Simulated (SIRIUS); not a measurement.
Input of a SIRIUS 7.10.0 run:

The input sirius.json:

```json
{
  "control": {
    "processing_unit": "cpu",
    "verbosity": 2,
    "num_bands_to_print": 15,
    "print_forces": true,
    "print_stress": true
  },
  "parameters": {
    "electronic_structure_method": "pseudopotential",
    "xc_functionals": ["XC_GGA_X_PBE", "XC_GGA_C_PBE"],
    "gk_cutoff": 6.4,
    "pw_cutoff": 20.0,
    "ngridk": [8, 8, 4],
    "shiftk": [0, 0, 0],
    "smearing": "fermi_dirac",
    "smearing_width": 0.0018374661,
    "num_bands": 15,
    "num_mag_dims": 0,
    "num_dft_iter": 100,
    "energy_tol": 1e-08,
    "density_tol": 1e-06
  },
  "iterative_solver": {
    "type": "davidson",
    "min_tolerance": 1e-09,
    "tolerance_scale": [0.1, 0.25]
  },
  "mixer": {
    "type": "anderson",
    "beta": 0.7,
    "max_history": 8
  },
  "settings": {
    "tol_ne": 1e-10
  },
  "unit_cell": {
    "lattice_vectors": [
      [5.79537428448, 0.0, 0.0],
      [-2.89768714224, 5.018942511655, 0.0],
      [0.0, 0.0, 9.597673322578]
    ],
    "atom_coordinate_units": "lattice",
    "atom_types": ["B", "P"],
    "atom_files": {
      "B": "B.json",
      "P": "P.json"
    },
    "atoms": {
      "B": [
        [0.0, 0.0, 0.0],
        [0.0, 0.0, 0.5]
      ],
      "P": [
        [0.33333, 0.66667, 0.25],
        [0.66667, 0.33333, 0.75]
      ]
    }
  }
}
```

Potentials or basis: JTH 2.0 PBE (PAW).

The run is started by

```bash
$ upf_to_json B.GGA_PBE-JTH.UPF
$ upf_to_json P.GGA_PBE-JTH.UPF
$ OMP_NUM_THREADS=1 sirius.scf --input=sirius.json --output=out.json --task=0
```

Problem. What does it give for the pressure?

Solution. -0.7 GPa.

Problem. Estimate the band gap on the k mesh.

Solution. None (metal or under the smearing width).

Stress tensor (GPa, compression positive):
```
-0.48  0.00  0.00
 0.00 -0.48  0.00
 0.00  0.00 -1.06
```
